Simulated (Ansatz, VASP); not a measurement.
# Two plane-wave programs on Al

```xyz
1
Lattice="0.0000 2.0248 2.0248 2.0248 0.0000 2.0248 2.0248 2.0248 0.0000" Properties=species:S:1:pos:R:3 pbc="T T T"
Al    0.0000    0.0000    0.0000
```

Alike in both runs: task single point; functional LDA; k mesh 8 × 8 × 8; occupations gaussian, width 0.1 eV; no spin polarisation.

|  | VASP | Ansatz |
| --- | --- | --- |
| version | VASP 6.6.1 | Ansatz 0.2.0 |
| potentials or method | VASP PAW LDA potentials, release 64 (Al) | scalar-relativistic, plane waves, PAW |
| plane-wave cutoff (eV) | 520 | 420 |
| valence electrons in the cell | 3 | 3 |

|  | VASP | Ansatz | Ansatz less VASP |
| --- | --- | --- | --- |
| gap on the k mesh at the Fermi level (eV) | none | none | - |
| pressure (GPa) | -3.7 | -3.7 | -0.07 |

A gap of «none» marks a metal or a gap that the smearing closes. Ansatz warned: «pseudo_functional_mismatch».
